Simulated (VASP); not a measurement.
Calculation: PBE GGA + U (Dudarev), VASP's PBE PAW potentials (set 64) (plane waves; VASP 6.6.1).

Input for VASP

POSCAR:
```
ZnTe
1
    0.0000000000     3.0500000000     3.0500000000
    3.0500000000     0.0000000000     3.0500000000
    3.0500000000     3.0500000000     0.0000000000
Zn Te
1 1
Direct
  0.0000000000   0.0000000000   0.0000000000
  0.2500000000   0.2500000000   0.2500000000
```

### INCAR
```
ALGO  =  Normal
EDIFF  =  1E-6
ENCUT  =  400
GGA  =  PE
ISIF  =  2
ISMEAR  =  0
LASPH  =  .True.
LCHARG  =  .False.
LDAU  =  .True.
LDAUJ  =  0 0
LDAUL  =  2 -1
LDAUPRINT  =  1
LDAUTYPE  =  2
LDAUU  =  1.0 0
LMAXMIX  =  4
LORBIT  =  10
LREAL  =  .False.
LWAVE  =  .False.
NELM  =  100
PREC  =  Accurate
SIGMA  =  0.05
SYSTEM  =  ZnTe
```

**KPOINTS**
```
Automatic mesh
0
Gamma
7 7 7
0 0 0
```

POTCAR, in this order: Zn Te (PBE.64 set). Program: vasp_std.

Output

OSZICAR:
```
       N       E                     dE             d eps       ncg     rms          rms(c)
DAV:   1     0.704503782707E+02    0.70450E+02   -0.74404E+03   520   0.123E+03
DAV:   2    -0.117772699374E+01   -0.71628E+02   -0.68732E+02   540   0.233E+02
DAV:   3    -0.517096434105E+01   -0.39932E+01   -0.39831E+01   665   0.593E+01
DAV:   4    -0.522426275469E+01   -0.53298E-01   -0.53289E-01   646   0.664E+00
DAV:   5    -0.522507440477E+01   -0.81165E-03   -0.81164E-03   653   0.602E-01    0.486E+00
DAV:   6    -0.507459373938E+01    0.15048E+00   -0.51106E-01   631   0.193E+01    0.374E+00
DAV:   7    -0.506396710429E+01    0.10627E-01   -0.10047E-01   595   0.352E+00    0.144E+00
DAV:   8    -0.506422836643E+01   -0.26126E-03   -0.41821E-03   682   0.674E-01    0.377E-01
DAV:   9    -0.506444398244E+01   -0.21562E-03   -0.10612E-03   560   0.295E-01    0.122E-01
DAV:  10    -0.506448871352E+01   -0.44731E-04   -0.10642E-04   628   0.903E-02    0.529E-02
DAV:  11    -0.506452242722E+01   -0.33714E-04   -0.48252E-05   555   0.448E-02    0.279E-02
DAV:  12    -0.506452434494E+01   -0.19177E-05   -0.10240E-06   483   0.898E-03    0.104E-02
DAV:  13    -0.506452485496E+01   -0.51002E-06   -0.20117E-06   524   0.104E-02
   1 F= -.50645249E+01 E0= -.50645249E+01  d E =-.446909E-12
```

File OUTCAR:
```
------------------------ aborting loop because EDIFF is reached ----------------------------------------
  FORCE on cell =-STRESS in cart. coord.  units (eV):
  Direction    XX          YY          ZZ          XY          YZ          ZX
  --------------------------------------------------------------------------------------
  Total        0.5963119      0.5963119      0.5963119      0.0000000      0.0000000     -0.0000000
  in kB       16.8366053     16.8366053     16.8366053      0.0000000      0.0000000     -0.0000000
  external PRESSURE =      16.8366053 kB  Pullay stress =       0.0000000 kB
  volume of cell :       56.75
      direct lattice vectors                 reciprocal lattice vectors
     0.000000000  3.050000000  3.050000000    -0.163934426  0.163934426  0.163934426
     3.050000000  0.000000000  3.050000000     0.163934426 -0.163934426  0.163934426
     3.050000000  3.050000000  0.000000000     0.163934426  0.163934426 -0.163934426
 POSITION                                       TOTAL-FORCE (eV/Angst)
 -----------------------------------------------------------------------------------
      0.00000      0.00000      0.00000         0.000000      0.000000      0.000000
      1.52500      1.52500      1.52500        -0.000000     -0.000000     -0.000000
 -----------------------------------------------------------------------------------
    total drift:                               -0.000003     -0.000003     -0.000004
  FREE ENERGIE OF THE ION-ELECTRON SYSTEM (eV)
  ---------------------------------------------------
  free  energy   TOTEN  =        -5.0645248550 eV

  energy  without entropy=       -5.0645248550  energy(sigma->0) =       -5.06452485

 total charge

# of ion       s       p       d       tot
------------------------------------------
    1        0.553   0.429   9.775  10.757
    2        1.345   2.080   0.028   3.452
--------------------------------------------------
tot          1.898   2.509   9.803  14.210
```
(Selected blocks of OUTCAR.)

The compound is ZnTe in the zinc blende structure. The cell was not relaxed at this level. The run is one of a series of settings (LDAU = .TRUE., LDAUJ = 0 0, LDAUL = 2 -1, LDAUTYPE = 2, LDAUU = 1.0 0 against the base run), some of them coarse on purpose.
